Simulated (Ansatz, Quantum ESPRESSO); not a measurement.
## Cost and result for the electronic dielectric constant of MgO

**What was measured.** The electronic dielectric constant of MgO (Fm-3m) is reported as 2.95 at 295 K (arxiv:0704.2267). The runs below try to reproduce it.

```
CELL_PARAMETERS angstrom
0.00000 2.09700 2.09700
2.09700 0.00000 2.09700
2.09700 2.09700 0.00000
ATOMIC_POSITIONS crystal
Mg 0.00000 0.00000 0.00000
O 0.50000 0.50000 0.50000
```

```tsv
rung	level	program and potentials	cutoff (eV)	k mesh	task	core time	chip	electronic dielectric constant	miss	notes
LDA	LDA	Ansatz, Ansatz PAW	420	11 × 11 × 11	Born charges and dielectric tensor	8.2 s	Arm Neoverse V1	3.21	+8.8 %	potentials made for PBE, which Ansatz adapts in part; 8 valence electrons an atom on average
LDA	LDA	Ansatz, Ansatz PAW	420	8 × 8 × 8	phonons	29 s	Arm Neoverse V1	3.21	+8.8 %	potentials made for PBE, which Ansatz adapts in part; 8 valence electrons an atom on average
LDA	LDA	Quantum ESPRESSO, PseudoDojo 0.4.1 SR LDA standard	1143	4 × 4 × 4, shifted	phonons	55 s	Intel Xeon	3.17	+7.5 %	coarse mesh; 8 valence electrons an atom on average; cell relaxed first (9.00 Å³/atom)
GGA	PBEsol	Quantum ESPRESSO, PseudoDojo 0.4.1 SR PBEsol standard	1143	4 × 4 × 4, shifted	phonons	62 s	Intel Xeon	3.23	+9.5 %	coarse mesh; 8 valence electrons an atom on average; cell relaxed first (9.35 Å³/atom)
GGA	PBE	Quantum ESPRESSO, SSSP 1.3 efficiency PBE	748	6 × 6 × 6, shifted	phonons and Raman activities	6.4 min	Arm Neoverse V2	3.16	+7.1 %	coarse mesh; 4 valence electrons an atom on average; cell relaxed first (9.58 Å³/atom)
```

Times are single runs on shared hosts and different chips, so they are rough; meshes, cutoffs and the tasks' sizes weigh on the time. All rows: no spin polarisation. Meshes differ between rows, which moves values too. All levels ran on this one cell, unrelaxed unless noted. Meshes are those of the run's cell of 2 atoms unless a note names another. Ansatz refines the mesh for the field response beyond the one shown. Misses use the values as printed. Runs on faulty files, with rough fits or with known faults for this quantity aren't shown. No row holds spin-orbit coupling.

By rung: LDA 3.21; LDA in relaxed cells on coarse meshes 3.17; GGA in relaxed cells on coarse meshes 3.16 to 3.23. Measured: 2.95 at 295 K (arxiv:0704.2267). Closest, coarse meshes and atomic bases left aside, is LDA with Ansatz, Ansatz PAW (+8.8 %). The runs are for a static lattice, while measurements hold temperature and zero-point motion.
